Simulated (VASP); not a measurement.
# Ca (Fm-3m) in VASP: settings compared, part 2 of 2

VASP 6.6.1. Earlier steps stand in the parts before.

### Step 5. Single point, PBEsol

Input file INCAR:

```
SYSTEM = Ca
PREC     = Accurate       ! precision mode
ENCUT    = 900            ! plane-wave cutoff, eV
EDIFF    = 1E-7           ! SCF threshold, eV
ISMEAR   = 0              ! smearing method
SIGMA    = 0.1            ! smearing width, eV
LREAL    = .FALSE.        ! projectors in reciprocal space
LASPH    = .TRUE.         ! aspherical terms in the spheres
NELM     = 100            ! most SCF steps
ALGO     = Normal         ! electronic algorithm
ISIF     = 2              ! what is computed and relaxed
LWAVE    = .FALSE.        ! write WAVECAR
LCHARG   = .TRUE.         ! write CHGCAR
GGA      = PS             ! functional
LELF     = .TRUE.         ! ELF
LVHAR    = .TRUE.
```

Input file KPOINTS:

```
Automatic mesh
0
G
  14 14 14
  0 0 0
```

Input file POSCAR:

```
Ca
1.0
    0.0000000000      2.7290300000      2.7290300000
    2.7290300000      0.0000000000      2.7290300000
    2.7290300000      2.7290300000      0.0000000000
Ca
1
Direct
    1.0000000000      0.0000000000      0.0000000000
```

Potentials or basis: VASP PAW PBE potentials, release 64 (Ca_sv).

Launch:

```bash
> cat potpaw_PBE.64/Ca_sv/POTCAR > POTCAR
> mpirun -np 1 vasp_std > vasp.out
```

OUTCAR:

```text
SYSTEM = Ca
   PREC = Accurate
   ENCUT = 900
   EDIFF = 1E-7
   ISMEAR = 0
   LREAL = .FALSE.
   LASPH = .TRUE.
   NELM = 100
   ISIF = 2
   GGA = PS

 ion  position               nearest neighbor table
   1  0.000  0.000  0.000-

  LATTYP: Found a face centered cubic cell.
 ALAT       =     5.4580600000

  Lattice vectors:

 A1 = (   0.0000000000,   2.7290300000,   2.7290300000)
 A2 = (   2.7290300000,   0.0000000000,   2.7290300000)
 A3 = (   2.7290300000,   2.7290300000,   0.0000000000)

Analysis of symmetry for initial positions (statically):
=====================================================================
 Subroutine PRICEL returns:
 Original cell was already a primitive cell.

 Routine SETGRP: Setting up the symmetry group for a
 face centered cubic supercell.

 Subroutine GETGRP returns: Found 48 space group operations
 (whereof 48 operations were pure point group operations)
 out of a pool of 48 trial point group operations.

The static configuration has the point symmetry O_h .

Analysis of symmetry for dynamics (positions and initial velocities):
=====================================================================
 Subroutine PRICEL returns:
 Original cell was already a primitive cell.

 Routine SETGRP: Setting up the symmetry group for a
 face centered cubic supercell.

 Subroutine GETGRP returns: Found 48 space group operations
 (whereof 48 operations were pure point group operations)
 out of a pool of 48 trial point group operations.

The dynamic configuration has the point symmetry O_h .

 Subroutine INISYM returns: Found 48 space group operations
 (whereof 48 operations are pure point group operations),
 and found     1 'primitive' translations

----------------------------------------------------------------------------------------

                                     Primitive cell

  volume of cell :      40.6495

  direct lattice vectors                    reciprocal lattice vectors
     0.000000000  2.729030000  2.729030000    -0.183215282  0.183215282  0.183215282
     2.729030000  0.000000000  2.729030000     0.183215282 -0.183215282  0.183215282
     2.729030000  2.729030000  0.000000000     0.183215282  0.183215282 -0.183215282

  length of vectors
     3.859431238  3.859431238  3.859431238     0.317338176  0.317338176  0.317338176

  position of ions in fractional coordinates (direct lattice)
     0.000000000  0.000000000  0.000000000

  ion indices of the primitive-cell ions
   primitive index   ion index
                 1           1

----------------------------------------------------------------------------------------

 KPOINTS: Automatic mesh

Automatic generation of k-mesh.
 Grid dimensions read from file:
 generate k-points for:   14   14   14

 Generating k-lattice:

  Cartesian coordinates                     Fractional coordinates (reciprocal lattice)
    -0.013086806  0.013086806  0.013086806     0.071428571  0.000000000  0.000000000
     0.013086806 -0.013086806  0.013086806     0.000000000  0.071428571  0.000000000
     0.013086806  0.013086806 -0.013086806     0.000000000  0.000000000  0.071428571

  Length of vectors
     0.022667013  0.022667013  0.022667013

  Shift w.r.t. Gamma in fractional coordinates (k-lattice)
     0.000000000  0.000000000  0.000000000

 Subroutine IBZKPT returns following result:
 ===========================================

 Found    104 irreducible k-points:

 Following reciprocal coordinates:
            Coordinates               Weight
  0.000000  0.000000  0.000000      1.000000
  0.071429  0.000000  0.000000      8.000000
  0.142857  0.000000  0.000000      8.000000
  0.214286  0.000000  0.000000      8.000000
  0.285714  0.000000  0.000000      8.000000
  0.357143  0.000000  0.000000      8.000000
[... 16 lines left out ...]
  0.214286  0.142857  0.000000     24.000000
  0.285714  0.142857  0.000000     24.000000
 [... further k-points ...]
   k-points           NKPTS =    104   k-points in BZ     NKDIM =    104   number of bands    NBANDS=      9
   number of dos      NEDOS =    301   number of ions     NIONS =      1
   total plane-waves  NPLWV =  64000
   dimension x,y,z NGX =    40 NGY =   40 NGZ =   40
   dimension x,y,z NGXF=    80 NGYF=   80 NGZF=   80
   ions per type =               1
   NGX,Y,Z   is equivalent  to a cutoff of  17.23, 17.23, 17.23 a.u.
   NGXF,Y,Z  is equivalent  to a cutoff of  34.46, 34.46, 34.46 a.u.
 SYSTEM =  Ca
   PREC   = accura    normal or accurate (medium, high low for compatibility)
   ISTART =      0    job   : 0-new  1-cont  2-samecut
   ICHARG =      2    charge: 1-file 2-atom 10-const
   ISPIN  =      1    spin polarized calculation?
   LNONCOLLINEAR =      F non collinear calculations
   LSORBIT =      F    spin-orbit coupling
   LASPH  =      T    aspherical Exc in radial PAW
   ENCUT  =  900.0 eV  66.15 Ry    8.13 a.u.   9.44  9.44  9.44*2*pi/ulx,y,z
   NELM   =    100;   NELMIN=  2; NELMDL= -5     # of ELM steps
   EDIFF  = 0.1E-06   stopping-criterion for ELM
   LREAL  =      F    real-space projection
   EDIFFG = 0.1E-05   stopping-criterion for IOM
   NSW    =      0    number of steps for IOM
   IBRION =     -1    ionic relax: 0-MD 1-quasi-New 2-CG
   NFREE  =      0    steps in history (QN), initial steepest desc. (CG)
   ISIF   =      2    stress and relaxation
   ISYM   =      2    0-nonsym 1-usesym 2-fastsym
   POTIM  = 0.5000    time-step for ionic-motion
   TEBEG  =    0.0;   TEEND  =   0.0 temperature during run
   PSTRESS=    0.0 pullay stress
   NELECT =      10.0000    total number of electrons
   NUPDOWN=      -1.0000    fix difference up-down
   EMIN   =  10.00;   EMAX   =-10.00  energy-range for DOS
   EFERMI =   0.00;   METHOD = LEGACY
   ISMEAR =     0;   SIGMA  =   0.10  broadening in eV -4-tet -1-fermi 0-gaus
   EFERMI_NEDOS =   21; number of points for ismear=-14 and -15
   IALGO  =     38    algorithm
   IMIX   =      4    mixing-type and parameters
     AMIX     =   0.40;   BMIX     =  1.00
     AMIX_MAG =   1.60;   BMIX_MAG =  1.00
  volume/ion in A,a.u.               =      40.65       274.32
  Fermi-wavevector in a.u.,A,eV,Ry     =   1.025785  1.938453 14.316536  1.052236
  Thomas-Fermi vector in A             =   2.159644
   LORBIT       =      0    0 simple, 1 ext, 2 COOP (PROOUT), +10 PAW based schemes
   GGA     = PS    functional components
   LHFCALC =     F    Hartree Fock is set to
   AEXX    =    0.0000 exact exchange contribution
   IVDW    =     0    specifies the selected vdW correction
   LEPSILON=     F    determine dielectric tensor
   LRPA    =     F    only Hartree local field effects (RPA)
 non-spin polarized calculation
 Gauss-broadening in eV      SIGMA  =   0.10
  energy-cutoff  :      900.00
  volume of cell :       40.65
 maximum number of plane-waves:      2521
 NGX is ok and might be reduce to    40
   NGX = 19   NGY = 19   NGZ = 19

 number of electron      10.0000001 magnetization

 Free energy of the ion-electron system (eV)
  ---------------------------------------------------
  ext. energy  EPLUGINS =         0.00000000
  ---------------------------------------------------
  free energy    TOTEN  =        -2.13746375 eV

  energy without entropy =       -2.13042549  energy(sigma->0) =       -2.13394462

 E-fermi :   2.0314     XC(G=0):  -7.9302

 val. band max:        2.0284711853   @ k =  -0.4286   0.2143   0.0714
 cond. band min:       2.0523136642   @ k =  -0.3571   0.3571   0.0000
 fundamental gap:      0.0238424789
 Fermi energy:         2.0313882431

 k-point     1 :       0.0000    0.0000    0.0000
  band No.  band energies     occupation
      1     -39.7170      2.00000
      2     -20.7041      2.00000
      3     -20.7041      2.00000
      4     -20.7041      2.00000
      5      -2.0626      2.00000
      6       4.4132      0.00000
      7       4.4132      0.00000
      8       4.4132      0.00000
      9       5.5408      0.00000
[... 265 lines left out ...]
 k-point    24 :       0.2857    0.1429    0.0000
  band No.  band energies     occupation
      1     -39.7071      2.00000
      2     -20.7846      2.00000
      3     -20.7263      2.00000
      4     -20.7245      2.00000
      5      -0.8116      2.00000
      6       3.4160      0.00000
      7       4.3825      0.00000
      8       4.7435      0.00000
      9       5.1983      0.00000

 [... further k-points ...]

------------------------ aborting loop because EDIFF is reached ----------------------------------------

  FORCE on cell =-STRESS in cart. coord.  units (eV):
  Direction    XX          YY          ZZ          XY          YZ          ZX
  --------------------------------------------------------------------------------------
  -------------------------------------------------------------------------------------
  Total        0.0015996      0.0015996      0.0015996      0.0000000      0.0000000      0.0000000
  in kB        0.0630477      0.0630477      0.0630477      0.0000000      0.0000000      0.0000000
  external PRESSURE =       0.0630477 kB  Pullay stress =       0.0000000 kB

 VOLUME and BASIS-vectors are now :
 -----------------------------------------------------------------------------
  energy-cutoff  :      900.00
  volume of cell :       40.65
      direct lattice vectors                 reciprocal lattice vectors
     0.000000000  2.729030000  2.729030000    -0.183215282  0.183215282  0.183215282
     2.729030000  0.000000000  2.729030000     0.183215282 -0.183215282  0.183215282
     2.729030000  2.729030000  0.000000000     0.183215282  0.183215282 -0.183215282

 POSITION                                       TOTAL-FORCE (eV/Angst)
 -----------------------------------------------------------------------------------
      0.00000      0.00000      0.00000         0.000000      0.000000      0.000000
 -----------------------------------------------------------------------------------
    total drift:                                0.000000     -0.000000     -0.000000

  FREE ENERGIE OF THE ION-ELECTRON SYSTEM (eV)
  ---------------------------------------------------
  free  energy   TOTEN  =        -2.1374637550 eV

  energy  without entropy=       -2.1304254910  energy(sigma->0) =       -2.13394462
```

Run time: 89 s. Hardware: 1 thread of Intel Xeon Platinum 8375C at 2.90GHz (Ice Lake), shared host; peak memory 0.3 GiB.

What came out:

```
Free energy            : -2.1375 eV
Pressure               : 0.0 GPa
Band gap on the k mesh : none (metal or under the smearing width)
```

Levels at points of the mesh, in eV from the Fermi level:
```tsv
k point	band 1	band 2	band 3	band 4	band 5	band 6	band 7	band 8	band 9
(0.00, 0.00, 0.00)	-41.75	-22.74	-22.74	-22.74	-4.09	2.38	2.38	2.38	3.51
(0.50, 0.00, 0.00)	-41.73	-22.90	-22.76	-22.76	-1.01	-0.12	2.26	2.26	4.23
(0.50, 0.50, 0.00)	-41.73	-22.89	-22.79	-22.79	-0.49	0.55	1.04	4.23	4.43
```

Caveat: the PAW data sets were made with another functional, which shifts forces and pressure a little.

### Step 6. Single point, r2SCAN

INCAR, as its differences from that of step 5:

```diff
@@ -2,3 +2,3 @@
 PREC     = Accurate       ! precision mode
-ENCUT    = 900            ! plane-wave cutoff, eV
+ENCUT    = 520            ! plane-wave cutoff, eV
 EDIFF    = 1E-7           ! SCF threshold, eV
@@ -13,3 +13,4 @@
 LCHARG   = .TRUE.         ! write CHGCAR
-GGA      = PS             ! functional
+METAGGA  = R2SCAN         ! meta-GGA
+LMIXTAU  = .TRUE.       
 LELF     = .TRUE.         ! ELF
```

KPOINTS is that of step 5.

POSCAR is that of step 5.

Potentials or basis: VASP PAW PBE potentials, release 64 (Ca_sv).

Launch:

```bash
> cat potpaw_PBE.64/Ca_sv/POTCAR > POTCAR
> mpirun -np 1 vasp_std > vasp.out
```

It took 6.8 min on 1 thread of Intel Xeon Platinum 8375C at 2.90GHz (Ice Lake), shared host; peak memory 0.2 GiB.

The run converged. Its results:

```
Free energy            : -7.0244 eV
Pressure               : 1.2 GPa
Band gap on the k mesh : none (metal or under the smearing width)
```

Levels at points of the mesh, in eV from the Fermi level:
```csv
k point,band 1,band 2,band 3,band 4,band 5,band 6,band 7,band 8,band 9
"(0.00, 0.00, 0.00)",-43.67,-23.70,-23.70,-23.70,-4.34,2.77,2.77,2.77,3.95
"(0.50, 0.00, 0.00)",-43.66,-23.87,-23.72,-23.72,-0.95,-0.24,2.62,2.62,4.70
"(0.50, 0.50, 0.00)",-43.65,-23.86,-23.76,-23.76,-0.44,0.75,1.03,4.69,4.91
```

Caveat: the PAW data sets were made with another functional, which shifts forces and pressure a little.

### Step 7. The runs side by side

```tsv
level	k mesh	cutoff (eV)	smearing	gap on the mesh (eV)	pressure (GPa)
PBEsol	14 × 14 × 14	700	gaussian 0.1 eV	none	0.0
PBEsol	20 × 20 × 20	520	gaussian 0.1 eV	none	0.0
PBEsol	14 × 14 × 14	520	gaussian 0.5 eV	none	0.1
PBEsol	14 × 14 × 14	900	gaussian 0.1 eV	none	0.0
r2SCAN	14 × 14 × 14	520	gaussian 0.1 eV	none	1.2
```

Alike in all rows: task single point; potentials or basis VASP PAW PBE potentials, release 64 (Ca_sv); no spin polarisation; cell as given.

Every run on the cell as given and a fine mesh finds a metal. The pressure there spans 0.0 GPa (PBEsol) to 1.2 GPa (r2SCAN); a positive pressure means that this level wants a larger cell, a negative one a smaller.

Caveats: the PAW data sets were made with another functional, which shifts forces and pressure a little.

Total energies depend on the potentials used, so only differences within one code and one set of settings carry meaning.
